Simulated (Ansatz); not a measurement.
# H-type MoS2 bilayer (3R stacking) in a perpendicular field

Aim: how the H-type MoS2 bilayer (3R stacking) screens a field along its normal, and what the field does to its bands. A positive field points along +c.

Program: Ansatz 0.2.0. Level of theory: plane-wave DFT, PBEsol-D3(BJ), Ansatz PAW (set soft_1); PAW set soft_1, in the first sound run; inputs show where later runs differ. Results are calculated unless marked as measured.

Report form: the programs' logs are mostly left out.

### Step 1. Starting point

The cell holds 6 atoms: 4 S and 2 Mo. Its edges and angles: a = 3.180 Å, b = 3.180 Å, c = 50.025 Å, α = 90.0°, β = 90.0°, γ = 120.0°. Regions: layer 1: 2H-MoS2, 3 atoms (2 S and 1 Mo); layer 2: 2H-MoS2, 3 atoms (2 S and 1 Mo). Vacuum lies along c.

### Step 2. Relaxing the slab

The starting cell is a guess, so the in-plane lattice and the atoms are relaxed first, with the slab cut off from its images along the normal.

Input file input.yaml:

```yaml
crystal:
  lattice:
    - [3.18, 0.0, 0.0]
    - [-1.59, 2.753960784, 0.0]
    - [0.0, 0.0, 50.0251954735]
  atoms:
    - { symbol: S, position: [0.3333333333, 0.6666666667, 0.4047960195] }
    - { symbol: Mo, position: [0.0, 0.0, 0.4374055646] }
    - { symbol: S, position: [0.3333333333, 0.6666666667, 0.4700151097] }
    - { symbol: S, position: [0.6666666667, 0.3333333333, 0.5299848903] }
    - { symbol: Mo, position: [0.3333333333, 0.6666666667, 0.5625944354] }
    - { symbol: S, position: [0.6666666667, 0.3333333333, 0.5952039805] }
  periodic: [true, true, false]
kpoints:
  mp_grid: { grid: [12, 12, 1] }
hamiltonian:
  xc: pbesol
  dispersion: d3bj
  pseudopotentials: { kind: paw, azcp: { folder: soft_1 }, xc_functional: pbe }
scf:
  occupations: { method: fermi_dirac, width: 0.05 }
  convergence: { dr2_threshold: 1.0e-09 }
relax:
  f_tol: 0.004
  max_steps: 90
  cell: {}
output:
  write_potential: true
  write_density: true
  volumetric_format: npy
```

On the command line:

```sh
$ ansatz run input.yaml --threads 4 --pin off --max-ram 6144MiB --backend cpu --events-out ev --progress --plain --runs-dir out
```

The job ended after 46 s (4 threads of Intel Xeon Platinum 8375C at 2.90GHz (Ice Lake), shared host; peak memory 0.85 GiB; 2.9 min of CPU time).

Relaxation path:

| step | energy less that of the first step (eV) | largest force component (eV/Å) | volume (Å³) |
| --- | --- | --- | --- |
| 1 | 0.0000 | 1.5592 | 438.10 |
| 2 | -0.3349 | 0.7896 | 422.29 |
| 3 | -0.4022 | 0.2426 | 416.75 |
| 4 | -0.4102 | 0.0086 | 419.99 |
| 5 | -0.4103 | 0.0053 | 420.67 |
| 6 | -0.4103 | 0.0005 | 420.67 |
| 7* | -0.4096 | 0.0005 | 420.67 |

Relaxation steps marked * repeat the geometry before them on a plane-wave basis chosen anew for their cell, so energy and pressure can jump there.

Forces are held to the 6 operations that the run works with; a distortion that breaks them can't arise in this run.

| cell as run | before | after | change |
| --- | --- | --- | --- |
| a (Å) | 3.180 | 3.116 | -2.0 % |
| b (Å) | 3.180 | 3.116 | -2.0 % |

The atoms that moved most (Å, along periodic axes as changes of fractional coordinates times the final cell, across vacuum about the mean position):

| atom | dx | dy | dz | length |
| --- | --- | --- | --- | --- |
| S6 | 0.000 | 0.000 | -0.295 | 0.295 |
| S1 | 0.000 | 0.000 | 0.294 | 0.294 |
| Mo2 | 0.000 | 0.000 | 0.227 | 0.227 |
| Mo5 | 0.000 | 0.000 | -0.226 | 0.226 |
| S4 | 0.000 | 0.000 | -0.157 | 0.157 |
| S3 | 0.000 | 0.000 | 0.156 | 0.156 |

The relaxed structure:

```cif
data_structure
_symmetry_space_group_name_H-M 'P 1'
_symmetry_Int_Tables_number 1
_cell_length_a 3.1161
_cell_length_b 3.1161
_cell_length_c 50.0252
_cell_angle_alpha 90.000
_cell_angle_beta 90.000
_cell_angle_gamma 120.000
_cell_volume 420.67
loop_
_atom_site_label
_atom_site_type_symbol
_atom_site_fract_x
_atom_site_fract_y
_atom_site_fract_z
_atom_site_occupancy
S1 S 0.33333 0.66667 0.41068 1
Mo2 Mo 0.00000 0.00000 0.44195 1
S3 S 0.33333 0.66667 0.47313 1
S4 S 0.66667 0.33333 0.52686 1
Mo5 Mo 0.33333 0.66667 0.55808 1
S6 S 0.66667 0.33333 0.58932 1
```

The lattice constant a goes from 3.180 to 3.116 Å.

### Step 3. Single point, field 0

A sawtooth potential applies the field, turning back in the middle of the vacuum. With the dipole correction the typed value is the field outside the slab. The induced dipole is small, so the SCF threshold is tight.

The cell differs from the one that the last finished run ended in (c 50.025 → 26.936 Å).

Input file input.yaml:

```yaml
crystal:
  lattice:
    - [3.1161008101, 0.0, 0.0]
    - [-1.5580504051, 2.6986224623, 0.0]
    - [0.0, 0.0, 26.9363423753]
  atoms:
    - { symbol: S, position: [0.3333333333, 0.6666666667, 0.3341210872] }
    - { symbol: Mo, position: [0.0, 0.0, 0.3921934622] }
    - { symbol: S, position: [0.3333333333, 0.6666666667, 0.4500948978] }
    - { symbol: S, position: [0.6666666667, 0.3333333333, 0.5498816983] }
    - { symbol: Mo, position: [0.3333333333, 0.6666666667, 0.6078650402] }
    - { symbol: S, position: [0.6666666667, 0.3333333333, 0.6658789128] }
kpoints:
  mp_grid: { grid: [18, 18, 1] }
  band_path:
    path: [[0, 0, 0], [0.5, 0, 0], [0.33333333, 0.33333333, 0], [0, 0, 0]]
    npoints: 16
hamiltonian:
  xc: pbesol
  dispersion: d3bj
  pseudopotentials: { kind: paw, azcp: { folder: soft_1 }, xc_functional: pbe }
scf:
  occupations: { method: fermi_dirac, width: 0.02585 }
  convergence: { dr2_threshold: 1.0e-10 }
efield:
  axis: 3
  dipole_correction: true
  ramp_position: 0.97
  ramp_width: 0.06
  amplitude: 0
output:
  dos: { projected: true, e_range: [-6, 5] }
  bader: true
  write_potential: true
  write_density: true
  volumetric_format: npy
  elf: true
```

It took 20 s on 4 threads; peak memory 0.71 GiB.

Numbers from this step:

| Quantity | Value |
| --- | --- |
| gap on the k-mesh | 0.9941 eV |
| dipole along the normal | 0.005435 e·Å |
| gap along the path | 0.9840 eV |
| smallest direct gap along the path | 1.770 eV |
| step between the vacuum levels | -0.1169 eV |
| ionisation energy, upper face | 5.163 eV |
| electron affinity, upper face | 4.179 eV |
| ionisation energy, lower face | 5.280 eV |
| gap, the smaller of path and mesh | 0.9840 eV |

Running mean over a fixed 2.7 Å (it still follows the layers) of the planar mean; the ramp of the sawtooth is left out. The electron's electrostatic potential energy less the Fermi level by z:

| z (Å) | electron's electrostatic potential energy less the Fermi level (eV) |
| --- | --- |
| 4 | 4.81 |
| 5 | 4.81 |
| 6 | 4.78 |
| 7 | 4.03 |
| 8 | -0.809 |
| 9 | -6.60 |
| 10 | -12.4 |
| 11 | -12.4 |
| 12 | -7.77 |
| 13 | -2.89 |
| 14 | -3.01 |
| 15 | -8.39 |
| 16 | -12.5 |
| 17 | -12.5 |
| 18 | -6.21 |
| 19 | -0.577 |
| 20 | 4.05 |
| 21 | 4.67 |
| 22 | 4.69 |
| 23 | 4.69 |

The density of states has structure finer than the step of the table below, so its rows give means over 0.25 eV, whole bins alone (the curve runs from -6 to 1.58 eV). Peaks (eV: height): -4.950: 8.92, -4.350: 13.8, -3.160: 9.27, -2.060: 9.49, 1.110: 8.86, 1.330: 19.6, 1.530: 8.97.

Density of states against energy, zero at the Fermi level of the run, which the smearing sets inside the gap; means over each step:

energy (eV), density of states (states/eV a cell) and a bar:
```
    -5.75        1.4 #####
    -5.50        3.8 ##############
    -5.25        5.9 #####################
    -5.00        5.9 #####################
    -4.75        4.4 ################
    -4.50        6.5 #######################
    -4.25        7.0 #########################
    -4.00        3.5 ############
    -3.75        3.2 ############
    -3.50        3.8 ##############
    -3.25        6.1 ######################
    -3.00        6.8 ########################
    -2.75        4.9 #################
    -2.50        4.8 #################
    -2.25        3.2 ###########
    -2.00        7.2 ##########################
    -1.75        4.9 ##################
    -1.50        3.2 ############
    -1.25        1.1 ####
    -1.00        0.3 #
    -0.75        0.3 #
    -0.50        0.1 
    -0.25        0.0 
     0.00        0.0 
     0.25        0.0 
     0.50        0.6 ##
     0.75        3.2 ###########
     1.00        4.9 #################
     1.25        8.4 ##############################
```

Projected DOS per atom over height of the atomic layer and energy from the Fermi level. Layers: S Mo S S Mo S from below.

Ten even steps from '_' (0.00 states/eV) to '@' (2.72 states/eV), each cell a mean:
```
--@@::::@@--
..++....##..
__..__..--..
____________
____________
____________
____________
____________
__::____..__
..++....==..
--==::::**::
--..::::..::
==::----..--
========--==
..::..--::--
..::....::..
::--::::::::
====----==--
----::::::--
----------==
....::::::::
..__________
```
Columns: height of the atomic layer (Å) from 9 to 17.9 (not evenly spaced); rows upwards: energy from the Fermi level (eV) from -5.96 to 1.51.

The electronic bands at the labelled points (eV, zero at the Fermi level of the run, which the smearing sets inside the gap):

| point | band 23 | band 24 | band 25 | band 26 | band 27 | band 28 | band 29 | band 30 |
| --- | --- | --- | --- | --- | --- | --- | --- | --- |
| Γ | -2.57 | -2.44 | -1.56 | -0.47 | 1.64 | 1.64 | 1.78 | 1.78 |
| halfway | -2.83 | -2.32 | -2.08 | -1.89 | 0.82 | 1.17 | 1.31 | 1.42 |
| M | -2.17 | -1.96 | -1.93 | -1.81 | 1.24 | 1.35 | 1.67 | 1.88 |
| halfway | -3.24 | -3.03 | -1.57 | -1.41 | 1.10 | 1.21 | 1.94 | 2.14 |
| K | -3.54 | -3.27 | -1.26 | -1.12 | 0.65 | 0.75 | 1.69 | 1.75 |
| halfway | -2.36 | -2.14 | -2.06 | -1.97 | 0.53 | 0.97 | 1.39 | 1.41 |
| Γ | -2.57 | -2.44 | -1.56 | -0.47 | 1.64 | 1.64 | 1.78 | 1.78 |

Electrostatic potential energy in the ca plane at fractional y = 0.667, with atoms of S and Mo within 0.2 Å of it. With pseudopotentials it is smooth inside the atoms' cores, unlike the true potential.

Ten even steps from '0' (-44 eV) to '9' (8 eV), each cell a mean:
```
99999999999999999999988655789999998778888888
99999999999999999999988645789999998777888888
99999999999999999998788767887889999888866688
99999999999999999973247888752268999988510158
99999999999999999840104888611127999997200027
99999999999999999841204888611127999997100027
99999999999999999972136888741158999998400048
99999999999999999997778777887789999888765678
```
Columns run along c (16.0 Å, from fractional 0.07 to 0.66 of the cell; values clipped at the 3rd and 97th percentile), rows up along a (3.1 Å). Atoms in or near the plane, at fractional coordinates: S at (0.33, 0.33), S at (0.45, 0.33), Mo at (0.61, 0.33).

Valence density in the ca plane at fractional y = 0.667, with atoms of S and Mo within 0.2 Å of it. It is the smooth field of the valence electrons, not physical close to the nuclei.

Values in e/Å³, 5 rows by 16 columns, each cell a mean:
```
0.0 0.0 0.0 0.0 0.0 0.0 0.1 0.2 0.6 0.6 0.2 0.1 0.3 0.5 0.3 0.4
0.0 0.0 0.0 0.0 0.0 0.0 0.1 0.5 0.5 0.5 0.5 0.2 0.2 0.5 0.7 0.5
0.0 0.0 0.0 0.0 0.0 0.0 0.5 0.9 0.5 0.6 0.9 0.5 0.1 0.4 4.1 1.7
0.0 0.0 0.0 0.0 0.0 0.0 0.6 0.8 0.6 0.6 0.8 0.6 0.1 0.5 5.3 2.2
0.0 0.0 0.0 0.0 0.0 0.0 0.3 0.7 0.5 0.5 0.7 0.2 0.2 0.4 1.4 0.7
```
Columns run along c (16.0 Å, from fractional 0.07 to 0.66 of the cell), rows up along a (3.1 Å). Atoms in or near the plane, at fractional coordinates: S at (0.33, 0.33), S at (0.45, 0.33), Mo at (0.61, 0.33).

ELF in the ca plane at fractional y = 0.667, with atoms of S and Mo within 0.2 Å of it. It is the smooth field of the valence electrons, not physical close to the nuclei.

Ten even steps from '0' (0.00) to '9' (0.93), each cell a mean:
```
00000000000000000113331243123320047887532357
00000000000000000012221243122210047887532357
00000000000000013567774222367763025776323236
00000000000000147998787412687898202343367633
00000000000001369995147523751299500122576752
00000000000001369994037523750289500122675762
00000000000000257998687413687798301332367632
00000000000000013678875222478874114675323235
```
Columns run along c (16.0 Å, from fractional 0.07 to 0.66 of the cell), rows up along a (3.1 Å). Atoms in or near the plane, at fractional coordinates: S at (0.33, 0.33), S at (0.45, 0.33), Mo at (0.61, 0.33).

The gap is 0.98 eV, with the valence edge 5.16 eV and the conduction edge 4.18 eV under the upper vacuum level.

### Step 4. Atoms held, field 0.1 V/Å

input.yaml, as its differences from that of step 3:

```diff
@@ -27,8 +27,6 @@
   dipole_correction: true
-  ramp_position: 0.97
-  ramp_width: 0.06
-  amplitude: 0
+  ramp_position: 0.9443
+  ramp_width: 0.1114
+  amplitude: 0.1
 output:
-  dos: { projected: true, e_range: [-6, 5] }
-  bader: true
   write_potential: true
@@ -36,2 +34 @@
   volumetric_format: npy
-  elf: true
```

Wall time 10 s (4 threads); peak memory 0.69 GiB.

The dipole is 0.0533 e·Å, 0.0479 e·Å from its value without field, and the gap 0.993 eV.

### Step 5. Atoms held, field -0.1 V/Å

input.yaml, as its differences from that of step 4:

```diff
@@ -29,3 +29,3 @@
   ramp_width: 0.1114
-  amplitude: 0.1
+  amplitude: -0.1
 output:
```

Run time: 10 s. Hardware: 4 threads; peak memory 0.69 GiB.

The dipole is -0.0424 e·Å, -0.0479 e·Å from its value without field, and the gap 0.970 eV.

### Step 6. Single point, field 0.5 V/Å

input.yaml, as its differences from that of step 5:

```diff
@@ -29,3 +29,3 @@
   ramp_width: 0.1114
-  amplitude: -0.1
+  amplitude: 0.5
 output:
```

It took 10 s on 4 threads; peak memory 0.69 GiB.

The dipole is 0.245 e·Å, 0.239 e·Å from its value without field, and the gap 0.981 eV.

### Step 7. Single point, field -0.3 V/Å

input.yaml, as its differences from that of step 6:

```diff
@@ -29,4 +29,6 @@
   ramp_width: 0.1114
-  amplitude: 0.5
+  amplitude: -0.3
 output:
+  dos: { projected: true, e_range: [-6, 5] }
+  bader: true
   write_potential: true
@@ -34 +36,2 @@
   volumetric_format: npy
+  elf: true
```

Run time: 20 s. Hardware: 4 threads; peak memory 0.69 GiB; 77 s of CPU time.

The dipole is -0.138 e·Å, -0.144 e·Å from its value without field, and the gap 0.930 eV.

### Step 8. Response, atoms held

This step: plane-wave DFT, PBEsol-D3(BJ), Ansatz PAW (set soft_1); response to a field along the normal, atoms held; PAW set soft_1 (Ansatz 0.2.0).

The dipoles give the slope, and the difference of two potentials shows where the field is screened.

Numbers from this step:

```
equivalent conductor thickness p/(ε₀AE) : 10.30 Å
distance between the outer atoms        : 8.936 Å
```

The dipole of the cell by applied field:

| applied field (V/Å) | dipole of the cell (e·Å) |
| --- | --- |
| -0.300 | -0.138 |
| -0.100 | -0.0424 |
| 0.000 | 0.00543 |
| 0.100 | 0.0533 |
| 0.500 | 0.245 |

Local field over the applied field, running mean. From the potentials at -0.1 and 0.1 V/Å; running mean over 2.5 Å. The local field over applied field by z:

z (Å), local field over applied field and a bar:
```
        5      0.997 ##############################
        6      0.972 #############################
        7      0.820 ########################
        8      0.490 ##############
        9      0.170 ####
       10      0.050 
       11      0.042 
       12      0.099 ##
       13      0.193 #####
       14      0.187 #####
       15      0.090 ##
       16      0.040 
       17      0.052 
       18      0.185 #####
       19      0.512 ###############
       20      0.835 #########################
       21      0.975 #############################
       22      0.997 ##############################
```

The induced electron density oscillates, so the rows of the table below give means over windows of 2.95 Å about each position, cut where the curve ends. Its maxima inside the range that stand out by 2 % of the span (Å: e/Å³ per V/Å): 8.0: 0.00366, 9.1: 0.00107, 11.2: 2.8e-4, 14.0: 0.00158, 17.0: 4.3e-4, 18.1: -8.7e-4. Its minima: 8.8: 8.9e-4, 10.0: -4.5e-4, 12.9: -0.00154, 15.7: -2.5e-4, 17.8: -0.00106, 18.9: -0.00366.

Electrons, planar mean, per unit field. Induced electron density against z; means over each step:

| z (Å) | induced electron density (e/Å³ per V/Å) |
| --- | --- |
| 5.54 | 1.7e-4 |
| 8.49 | 0.00163 |
| 11.44 | -3.5e-4 |
| 14.39 | 3.5e-4 |
| 17.34 | -6.9e-4 |
| 20.29 | -0.00112 |

The smaller of the gaps on the path and on the k-mesh, counted as 0 under 0.03 eV. Gap against applied field:

| applied field (V/Å) | gap (eV) |
| --- | --- |
| -0.300 | 0.929 |
| -0.100 | 0.97 |
| 0.000 | 0.984 |
| 0.100 | 0.993 |
| 0.500 | 0.981 |

By hand: between -0.1 and 0.1 V/Å the dipole changes by 0.09573 e·Å, a slope of 0.4787 e·Å²/V. A perfect conductor of thickness t has p = ε₀AEt, so t = 180.95 × 0.4787 / 8.409 = 10.30 Å (e/ε₀ = 180.95 V·Å, A in Å²).

The induced dipole is that of a conductor 10.30 Å thick.

### Step 9. Relaxing in the field, field 0.1 V/Å

This step: plane-wave DFT, PBEsol-D3(BJ), Ansatz PAW (set soft_1); PAW set soft_1 (Ansatz 0.2.0).

Now the atoms may follow the field. A weak field makes forces of meV/Å to tens of meV/Å, so the force tolerance is set well below the usual one.

input.yaml, as its differences from that of step 7:

```diff
@@ -13,6 +13,3 @@
 kpoints:
-  mp_grid: { grid: [18, 18, 1] }
-  band_path:
-    path: [[0, 0, 0], [0.5, 0, 0], [0.33333333, 0.33333333, 0], [0, 0, 0]]
-    npoints: 16
+  mp_grid: { grid: [12, 12, 1] }
 hamiltonian:
@@ -29,6 +26,7 @@
   ramp_width: 0.1114
-  amplitude: -0.3
+  amplitude: 0.1
+relax:
+  f_tol: 0.001
+  max_steps: 60
 output:
-  dos: { projected: true, e_range: [-6, 5] }
-  bader: true
   write_potential: true
@@ -36,2 +34 @@
   volumetric_format: npy
-  elf: true
```

Wall time 8.4 s (4 threads); peak memory 0.58 GiB; 32 s of CPU time.

Hardly anything moved in the relaxation; the energy changed by under 0.2 meV an atom.

This step gave:

```
gap on the k-mesh       : 1.004 eV
dipole along the normal : 0.05337 e·Å
```

The relaxation took 3 steps and lowered the energy by 3.7e-6 eV; the largest force on the free atoms ends at 3.2e-4 eV/Å.

The dipole is 0.0534 e·Å, 0.0479 e·Å from its value without field, and the gap on the mesh 1.004 eV.

### Step 10. Relaxing in the field, field -0.1 V/Å

The opposite sign, again from the field-free geometry; the difference of the two cancels what relaxes without a field.

input.yaml, as its differences from that of step 9:

```diff
@@ -26,3 +26,3 @@
   ramp_width: 0.1114
-  amplitude: 0.1
+  amplitude: -0.1
 relax:
```

Run time: 8.9 s. Hardware: 4 threads; peak memory 0.57 GiB.

No atom moved by 0.005 Å in the relaxation.

Numbers from this step:

```yaml
gap_on_the_k_mesh: 0.9790 eV
dipole_along_the_normal: -0.04251 e·Å
```

The relaxation took 3 steps and lowered the energy by 3.8e-6 eV; the largest force on the free atoms ends at 1.3e-4 eV/Å.

The dipole is -0.0425 e·Å, -0.0479 e·Å from its value without field, and the gap on the mesh 0.979 eV.

(Part 1 of 2 ends here.)

[Logs are printed without paths, hosts, clocks, repeated set-up lines and the standing remarks that a program may print on its own settings, such as how far it seeks lower states.]

[Hosts, paths, dates, database ids (printed as entryN), source tags and the programs' standing remarks are cut or masked in the printed files.]

[Maps of the electrostatic potential energy from Ansatz leave out the sawtooth potential of an applied field or a dipole correction, so their vacuum need not be flat; planar profiles and work functions include it.]

[The density of states shown here was stored with 400 of the rows of the run's finer table, so its peaks can read low, often by over a quarter, or be missed, and its means over a window can be off by a tenth or more.]
